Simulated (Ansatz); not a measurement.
BN under changes of volume

One of the cells (8.967 Å³/atom); the others are scaled copies at fixed shape and fractional positions:

```
CELL_PARAMETERS angstrom
2.49824 0.00000 0.00000
-1.24912 2.16354 0.00000
0.00000 0.00000 6.63570
ATOMIC_POSITIONS crystal
N 0.66667 0.33333 0.25000
N 0.33333 0.66667 0.75000
B 0.66667 0.33333 0.75000
B 0.33333 0.66667 0.25000
```

- Program: Ansatz 0.2.0
- Functional: PBE
- Potentials or basis: all-electron LAPW, scalar-relativistic
- Cutoff: 526 eV (chosen from the basis error)
- Basis error allowed: 0.001 eV/atom
- k mesh: 12 × 12 × 4
- Occupations: fermi-dirac, width 0.05 eV
- Spin: no spin polarisation

```tsv
volume (Å³/atom)	energy over the lowest point (meV/atom)	pressure (GPa)	gap on the mesh (eV)
8.429	47.89	22.6	4.35
8.608	26.26	16.2	4.33
8.787	11.45	10.4	4.31
8.967	?	?	?
9.146	0.00	0.2	4.26
9.325	2.32	-4.3	4.24
9.505	9.41	-8.3	4.22
```

Task: What does the run at 8.967 Å³/atom give?

Result: Energy over the lowest point 2.88 meV/atom; pressure 5.0 GPa; gap on the mesh 4.29 eV.

Worked out: A Birch-Murnaghan fit of order 3 (a polynomial in V^(-2/3)) to the other rows has its minimum at 9.15 Å³/atom with B0 = V·E''(V) = 236 GPa and B' = 3.7 at fixed shape and positions, which overstates the stiffness. It gives 2.86 meV/atom at 8.967 Å³/atom, against the run's 2.88, and -dE/dV = 5.0 GPa, against 5.0. A straight line through the other rows of the gap, of slope -1.11 eV per unit of ln V, gives 4.28 eV, against the run's 4.29.

Energies are extrapolated to zero smearing.

Caveats: this functional lacks dispersion, which binds the layers, so the pressure and a relaxed spacing across them are unreliable.

A mesh can miss the band edges.
